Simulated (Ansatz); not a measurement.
# AlRu: the cost of one run

Computed with Ansatz 0.2.0 (DFT PBE, scalar-relativistic, plane waves, PAW, unless a step's input says otherwise).

3 further runs of the same task are left out: 3 set aside as unsound or not needed.

## Step 1: The starting structure

It takes space group Pm-3m (No. 221, cubic). Conventional cell: a = 3.004 Å, b = 3.004 Å, c = 3.004 Å, α = 90.00°, β = 90.00°, γ = 90.00°. Around Al (site symmetry m-3m) lie 8 Ru at 2.60 Å. Around Ru (site symmetry m-3m) lie 8 Al at 2.60 Å.

Structure file:

```xyz
4
Lattice="-3.0041 0.0000 -3.0041 0.0000 -3.0041 -3.0041 -3.0041 -3.0041 0.0000" Properties=species:S:1:pos:R:3 pbc="T T T"
Al   -3.0041   -3.0041   -3.0041
Al    0.0000    0.0000    0.0000
Ru   -1.5020   -1.5020   -1.5020
Ru   -4.5061   -4.5061   -4.5061
```

It is built from the cell relaxed beforehand with the same method (13.56 Å³/atom).

## Step 2: Zero of the scan

input.yaml

```yaml
crystal:
  lattice:
    - [-3.0040847246, 0.0, -3.0040847246]
    - [0.0, -3.0040847246, -3.0040847246]
    - [-3.0040847246, -3.0040847246, 0.0]
  atoms:
    - { symbol: Al, position: [0.5, 0.5, 0.5] }
    - { symbol: Al, position: [0.0, 0.0, 0.0] }
    - { symbol: Ru, position: [0.25, 0.25, 0.25] }
    - { symbol: Ru, position: [0.75, 0.75, 0.75] }
basis:
  ecutwfc: 420
kpoints:
  mp_grid: { grid: [18, 18, 18] }
hamiltonian:
  xc: pbe
scf:
  occupations: { method: gaussian, width: 0.15 }
output:
  forces: true
  stress: true
  eigenvalues: true
  write_density: true
  write_potential: true
  elf: true
  volumetric_format: npy
```

On the command line:

```sh
$ ansatz run input.yaml --threads 2 --pin off --max-ram 5120MiB --backend cpu --events-out ev --progress --plain --runs-dir out
```

Q: Estimate wall time and peak memory on 2 threads of Intel Xeon at 2.50GHz (Skylake/Cascade Lake), shared host.

About 14 s, with a peak of 0.49 GiB.
